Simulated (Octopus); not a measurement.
# KMgF3 under changes of volume

One of the cells (12.665 Å³/atom); the others are scaled copies at fixed shape and fractional positions:

```
CELL_PARAMETERS angstrom
3.98590 0.00000 0.00000
0.00000 3.98590 0.00000
0.00000 0.00000 3.98590
ATOMIC_POSITIONS crystal
K 0.50000 0.50000 0.50000
Mg 0.00000 0.00000 0.00000
F 0.00000 0.00000 0.50000
F 0.00000 0.50000 0.00000
F 0.50000 0.00000 0.00000
```

| Property | Result |
| --- | --- |
| Program | Octopus 16.4 |
| Functional | PBEsol |
| Potentials or basis | pseudodojo_pbesol (PseudoDojo 0.4, PBEsol) |
| Grid spacing | 0.117 Å |
| k mesh | 7 × 7 × 7 |
| Occupations | fermi-dirac, width 0.05 eV |
| Spin | no spin polarisation |

```csv
volume (Å³/atom),energy over the lowest point (meV/atom),gap on the mesh (eV)
11.905,14.64,7.68
12.159,7.58,7.51
12.412,2.02,7.35
12.665,0.00,7.20
12.918,?,?
13.172,2.31,6.91
13.425,6.57,6.78
```

Q: What does the run at 12.918 Å³/atom give?

A: Energy over the lowest point 0.07 meV/atom; gap on the mesh 7.05 eV.

Worked out: A Birch-Murnaghan fit of order 3 (a polynomial in V^(-2/3)) to the other rows has its minimum at 12.79 Å³/atom with B0 = V·E''(V) = 74 GPa (rough, since the energies scatter). It gives -0.07 meV/atom at 12.918 Å³/atom, against the run's 0.07. A straight line through the other rows of the gap, of slope -7.48 eV per unit of ln V, gives 7.06 eV, against the run's 7.05.

Energies are extrapolated to zero smearing.

Caveats: an odd mesh through Γ misses points on the zone boundary, where band edges often lie.
